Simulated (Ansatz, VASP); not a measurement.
# One calculation of Al2O3, two programs

```
Al O
1.0
     2.79780    0.00000    0.00000
    -1.39890    2.42296    0.00000
     0.00000    0.00000    9.05665
Al O
2 3
Direct
  0.00000 0.00000 0.14999
  0.00000 0.00000 0.85001
  0.33333 0.66667 0.22232
  0.66667 0.33333 0.00000
  0.33333 0.66667 0.77768
```

Change from the starting cell: strain -0.030 along x and y, -0.030 along z, atoms carried along.

Alike in both runs: task single point; functional PBEsol; k mesh 9 × 9 × 4; occupations gaussian, width 0.05 eV; no spin polarisation.

```csv
,VASP,Ansatz
version,VASP 6.6.1,Ansatz 0.2.0
potentials or method,"VASP PAW PBE potentials, release 64 (Al, O)","scalar-relativistic, plane waves, PAW"
plane-wave cutoff (eV),520,420
valence electrons in the cell,24,24
```

```tsv
	VASP	Ansatz	Ansatz less VASP
gap on the k mesh at the Fermi level (eV)	5.54	5.55	+0.015
least direct gap on the mesh (eV)	5.85	5.86	+0.011
pressure (GPa)	12.4	12.0	-0.42
largest component of the traceless stress (GPa)	4.62	4.14	-0.474
rms of the force components (eV/Å)	0.419	0.423	+0.0041
```

Atom by atom the forces differ by 0.008 eV/Å (rms over components). With one functional, cell and mesh, what is left measures potentials, basis and numerics.

Caveats: the PAW data sets were made with another functional, which shifts forces and pressure a little (VASP); an odd mesh through Γ misses points on the zone boundary, where band edges often lie.
